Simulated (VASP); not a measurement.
A VASP 6.6.1 single-point calculation on Ge

INCAR

```
LCHARG = .FALSE.
ISMEAR = -1
NBANDS = 21
EDIFF = 1E-7
GGA = PE
NSW = 0
ENCUT = 520
LREAL = .TRUE.
NELM = 120
IBRION = -1
ISIF = 2
LWAVE = .FALSE.
SIGMA = 0.02
LASPH = .TRUE.
PREC = Accurate
```

KPOINTS

```
KPOINTS created by Atomic Simulation Environment
0
Gamma
8 8 8
0 0 0
```

POSCAR

```
Ge
 1.0000000000000000
     0.0000000000000000    2.8368735120999999    2.8936109822999998
     2.8368735120999999    0.0000000000000000    2.8936109822999998
     2.8368735120999999    2.8368735120999999    0.0000000000000000
 Ge
   2
Cartesian
  0.0000000000000000  0.0000000000000000  0.0000000000000000
  1.4184367560499997  1.4184367560499997  1.4468054911499997
```

The recommended PBE PAW datasets give the neutral cell 28 valence electrons.

Command

```
mpirun -np 1 vasp_std
```

How does this run end, and what does it give?

It converged. Results: gap between bands v and c on the k mesh 0.00 eV; least direct gap on the k mesh 0.00 eV; pressure 1.9 GPa. Band v is the last that the valence electrons fill when counted band by band, and c is the next.

OSZICAR

```
N       E                     dE             d eps       ncg     rms          rms(c)
DAV:   1     0.190315367836E+03    0.19032E+03   -0.14639E+04  2776   0.357E+03
DAV:   2     0.188335590641E+02   -0.17148E+03   -0.16601E+03  2498   0.629E+02
DAV:   3    -0.813859794573E+01   -0.26972E+02   -0.26802E+02  2823   0.144E+02
DAV:   4    -0.907979560144E+01   -0.94120E+00   -0.94061E+00  2808   0.312E+01
DAV:   5    -0.909581487011E+01   -0.16019E-01   -0.16019E-01  2778   0.452E+00    0.308E+00
DAV:   6    -0.904268258122E+01    0.53132E-01   -0.20443E-02  2869   0.143E+00    0.183E+00
DAV:   7    -0.901454086593E+01    0.28142E-01   -0.44727E-02  2696   0.193E+00    0.146E-01
DAV:   8    -0.901623696615E+01   -0.16961E-02   -0.58351E-03  2803   0.955E-01    0.423E-02
DAV:   9    -0.901639603246E+01   -0.15907E-03   -0.22440E-04  2811   0.203E-01    0.156E-02
DAV:  10    -0.901641916413E+01   -0.23132E-04   -0.45241E-05  2766   0.742E-02    0.600E-03
DAV:  11    -0.901642112800E+01   -0.19639E-05   -0.66192E-06  3033   0.420E-02    0.175E-03
DAV:  12    -0.901642115382E+01   -0.25825E-07   -0.21276E-07  2276   0.783E-03
   1 F= -.90164212E+01 E0= -.90163306E+01  d E =-.181123E-03
```

Standard output (part)

```
POSCAR found type information on POSCAR Ge
 POSCAR found :  1 types and       2 ions
|     You have a (more or less) 'small supercell' and for smaller cells       |
|     it is recommended to use the reciprocal-space projection scheme!        |
|     The real-space optimization is not efficient for small cells and it     |
|     is also less accurate ...                                               |
|     Therefore, set LREAL=.FALSE. in the INCAR file.                         |
|     The real-space projection scheme for the treatment of the non-local     |
|     real-space optimization of all non-local projectors! BE WARNED that     |
|     a calculation using the real-space projection scheme together with      |
|     non-local projectors which were not real-space optimized (according     |
|     to the plane-wave cutoff used in this calculation) might give more      |
|     or less inaccurate results. I hope you know what you are doing.         |
 LDA part: xc-table for (Slater+PW92), standard interpolation
 POSCAR, INCAR and KPOINTS ok, starting setup
 WAVECAR not read
 entering main loop
```

For comparison, a separate PBE run of the intended cell, on usual settings and not on those above, gives a gap of 0.00 eV on its mesh and a pressure of 1.5 GPa.
